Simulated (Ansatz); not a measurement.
Rb, DFT, PBE, all-electron LAPW, scalar-relativistic (Ansatz 0.2.0), run on 1 thread of Intel(R) Xeon(R) 6975P-C (Granite Rapids) on a shared host.

The structure comes from a relaxation in the same program, started in the hcp type, and has space group P6_3/mmc. Whether it is a known phase or the ground state wasn't checked.

Command: `ansatz run input.yaml --threads 1 --pin off --max-ram 2048MiB --backend cpu --events-out ev --progress --plain --runs-dir out`

```yaml
crystal:
  lattice:
    - [5.0344639581, 0.0, 0.0]
    - [-2.517231979, 4.3599736822, 0.0]
    - [0.0, 0.0, 8.3367950819]
  atoms:
    - { symbol: Rb, position: [0.3333333333, 0.6666666667, 0.25] }
    - { symbol: Rb, position: [0.6666666667, 0.3333333333, 0.75] }
kpoints:
  mp_grid: { grid: [11, 11, 6] }
  band_path:
    path:
      - [0.0, 0.0, 0.0]
      - [0.5, 0.0, 0.0]
      - [0.3333333333, 0.3333333333, 0.0]
      - [0.0, 0.0, 0.0]
      - [0.0, 0.0, 0.5]
      - [0.5, 0.0, 0.5]
      - [0.3333333333, 0.3333333333, 0.5]
      - [0.0, 0.0, 0.5]
      - [0.5, 0.0, 0.5]
    npoints: 14
scf:
  occupations: { method: fermi_dirac, width: 0.03 }
hamiltonian:
  xc: pbe
  pseudopotentials: { kind: all_electron, lapw: { basis_error: 0.00025 } }
output:
  forces: true
  stress: true
  eigenvalues: true
  populations: true
  dos: { projected: true, de: 0.2, e_range: [-14, 8] }
```

Q: How large is the problem that the program sets up?

A: 64 irreducible k-points, 161 plane waves at Γ, 13 bands.

Q: Estimate the wall time.

A: 6.4 s of wall time for 8 SCF iterations. Times on shared machines scatter by tens of per cent.

Q: And the same cell and mesh by frozen-core PAW, asked for forces, stress, eigenvalues, efg, populations, bader, dos, write_density, write_potential, elf and the same band path, on the same hardware?

A: 11 s.

Q: And the same cell and mesh by all-electron PAW (datasets made for this crystal), asked for forces, stress, eigenvalues, efg and the same band path, on the same hardware?

A: 8.3 s.
